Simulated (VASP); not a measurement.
AgI:

```
CELL_PARAMETERS angstrom
4.65087 0.00000 0.00000
-2.32544 4.02777 0.00000
0.00000 0.00000 7.59930
ATOMIC_POSITIONS crystal
Ag 0.33333 0.66667 0.00000
Ag 0.66667 0.33333 0.50000
I 0.33333 0.66667 0.37500
I 0.66667 0.33333 0.87500
```

The cell was built by a generator and needn't be a form met in nature.

Base run:

- Program: VASP 6.6.1
- Functional: r2SCAN
- Potentials or basis: VASP PAW PBE potentials, release 64 (Ag, I)
- Cutoff: 520 eV
- k mesh: 6 × 6 × 2
- Occupations: gaussian, width 0.01 eV
- Spin: no spin polarisation

Its results: band gap on the k mesh 1.83 eV, direct; pressure -0.1 GPa.

The run is repeated on the same cell with these changes: functional from r2SCAN to PBEsol. What comes out?

Band gap on the k mesh 1.24 eV, direct; pressure -1.8 GPa.

r2SCAN gives the wider gap, since meta-GGAs in the generalised Kohn-Sham scheme recover part of the derivative discontinuity.

Caveats: the PAW data sets were made with another functional, which shifts forces and pressure a little; spin-orbit coupling is left out, which moves the levels of the heavy elements.

